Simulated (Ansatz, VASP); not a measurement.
Ti in VASP and in Ansatz

INCAR

```
  PREC = Accurate
  ENCUT = 600
  EDIFF = 1E-6
  ISMEAR = 0
  SIGMA = 0.1
  LREAL = F
  LASPH = T
  NELM = 100
  ALGO = Normal
  ISIF = 3
  LWAVE = F
  LCHARG = F
  GGA = PS
  IBRION = 2
  NSW = 100
  EDIFFG = -0.005
```

File KPOINTS:

```
Automatic mesh
0
Gamma
  18 18 18
```

The input POSCAR:

```
Ti
1.0
   -1.6410000000      1.6410000000      1.6410000000
    1.6410000000     -1.6410000000      1.6410000000
    1.6410000000      1.6410000000     -1.6410000000
Ti
1
Direct
    0.0000000000      0.0000000000      0.0000000000
```

Input for Ansatz:

```yaml
crystal:
  lattice:
    - [-1.641, 1.641, 1.641]
    - [1.641, -1.641, 1.641]
    - [1.641, 1.641, -1.641]
  atoms:
    - { symbol: Ti, position: [0.0, 0.0, 0.0] }
basis:
  ecutwfc: 420
kpoints:
  mp_grid: { grid: [18, 18, 18] }
hamiltonian:
  xc: pbesol
scf:
  occupations: { method: gaussian, width: 0.1 }
output:
  forces: true
  stress: true
  eigenvalues: true
relax:
  adjacent_minimum: "off"
  f_tol: 0.005
  max_steps: 80
  cell: { stress_tol: 0.05 }
```

This isn't the form of Ti at room conditions, which is hcp.

Alike in both runs: task relaxation of cell and atoms; functional PBEsol; k mesh 18 × 18 × 18; occupations gaussian, width 0.1 eV; no spin polarisation.

|  | VASP | Ansatz |
| --- | --- | --- |
| version | VASP 6.6.1 | Ansatz 0.2.0 |
| potentials or method | VASP PAW PBE potentials, release 64 (Ti_sv) | scalar-relativistic, plane waves, PAW |
| plane-wave cutoff (eV) | 600 | 420 |
| valence electrons in the cell | 12 | 12 |

VASP gave:

```
gap on the k mesh at the Fermi level, each at its own relaxed structure (eV) : none
relaxed volume (Å³/atom)                                                     : 16.50
relaxed cell length with the largest relative difference (Å)                 : 2.778
energy change over the relaxation (meV/atom)                                 : -27
```

Which values does Ansatz return?

gap on the k mesh at the Fermi level, each at its own relaxed structure (eV): none; relaxed volume (Å³/atom): 16.54; relaxed cell length with the largest relative difference (Å): 2.780; energy change over the relaxation (meV/atom): -25.

A gap of «none» marks a metal or a gap that the smearing closes.

Caveats: the PAW data sets were made with another functional, which shifts forces and pressure a little (VASP).
